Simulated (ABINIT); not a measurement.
LiCl:

```xyz
2
Lattice="0.0000 2.5648 2.5648 2.5648 0.0000 2.5648 2.5648 2.5648 0.0000" Properties=species:S:1:pos:R:3 pbc="T T T"
Cl    2.5648    2.5648    2.5648
Li    0.0000    0.0000    0.0000
```

Base run:

| Property | Result |
| --- | --- |
| Program | ABINIT 10.8.3 (patched build) |
| Functional | r2SCAN |
| Potentials or basis | JTH PAW LDA v2.0 |
| Cutoff | 816 eV |
| k mesh | 9 × 9 × 9 |
| Occupations | fermi-dirac, width 0.05 eV |
| Spin | no spin polarisation |

Its results: band gap on the k mesh 7.22 eV, direct; pressure -0.3 GPa.

Question: The run is repeated on the same cell with these changes: functional from r2SCAN to LDA-PZ; cutoff from 816 eV to 680 eV; fine-grid cutoff from 1414.99 eV to 1278.94 eV. What comes out?

Answer: Band gap on the k mesh 5.98 eV, direct; pressure -3.2 GPa.

Caveats: the PAW data sets were made with another functional, which shifts forces and pressure a little (some runs).
